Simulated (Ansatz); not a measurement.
**Al3Ru2: do energies and stresses tell the same story?**

Level of theory: DFT PBEsol, scalar-relativistic, plane waves, PAW in Ansatz.

Plane waves to 420 eV, a k mesh through Γ of 16×16×16 on the computed 5-atom cell and Gaussian smearing (0.10 eV); no spin polarisation.

Relaxed cell: I4/mmm, a = 3.073 Å, b = 3.073 Å, c = 14.252 Å, α = 90.00°, β = 90.00°, γ = 90.00°, 5 atoms in the primitive cell. Whether it is the stable form of this composition wasn't checked.

Energies at zero smearing and pressures from the stress tensor, at volumes with shape and atoms relaxed:
| V (Å³/atom) | E − E(first) (meV/atom) | P (GPa) |
| --- | --- | --- |
| 12.654 | 0.00 | 13.48 |
| 13.058 | -24.54 | 6.19 |
| 13.461 | -32.12 | 0.00 |
| 13.865 | -25.33 | -5.23 |
| 14.269 | -6.42 | -9.64 |

Question: Check P = −dE/dV between neighbouring volumes, and get the bulk modulus from the pressures alone.

Answer: With 1 eV/Å³ = 160.2 GPa:
| middle V (Å³/atom) | −ΔE/ΔV (GPa) | mean P (GPa) |
| --- | --- | --- |
| 12.856 | 9.735 | 9.836 |
| 13.260 | 3.007 | 3.093 |
| 13.663 | -2.692 | -2.617 |
| 14.067 | -7.504 | -7.434 |

The two differ by 0.10 GPa at most. The mean of two end pressures misses the average over a step by about ΔV² P″/12, up to 0.10 GPa here; with that taken off 0.01 GPa remains. Around V = 13.461 Å³/atom, the two neighbours give B = −V ΔP/ΔV = 13.461 × 11.42 / 0.808 = 190.4 GPa, against B0 = 189.3 GPa from the Birch–Murnaghan fit of the energies.